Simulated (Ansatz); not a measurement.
## Convergence of Si

```
Si
1.0
     0.00000    2.73492    2.73492
     2.73492    0.00000    2.73492
     2.73492    2.73492    0.00000
Si
2
Direct
  0.00000 0.00000 0.00000
  0.25000 0.25000 0.25000
```

Atom numbers follow the list: Si1, Si2.

The cell was built from the diamond type and relaxed in the same program, and has space group Fd-3m; it needn't be a known or the stable phase.

The calculation used DFT, PBE, PAW with Ansatz's default frozen-core files, scalar-relativistic (Ansatz 0.2.0).

The runs use a Γ-centred 13×13×13 k mesh, Fermi–Dirac smearing of 0.05 eV, cutoff 420 eV, no spin polarisation. One setting is then changed at a time.

```
         k mesh  free energy less the base's (meV/atom)  P (GPa)  gap on the mesh (eV)
13×13×13 (base)                                     0.0     0.02                     ?
          4×4×4                                    92.4     0.59                 0.734
          6×6×6                                    11.8     0.08                 0.748
       10×10×10                                     0.3     0.02                     ?
       18×18×18                                     0.0     0.02                 0.622
```

Problem. Give the missing entry: row "10×10×10", column "gap on the mesh (eV)".

Solution. 0.616.

Problem. Fill in "gap on the mesh (eV)" for the row "13×13×13 (base)".

Solution. 0.634.
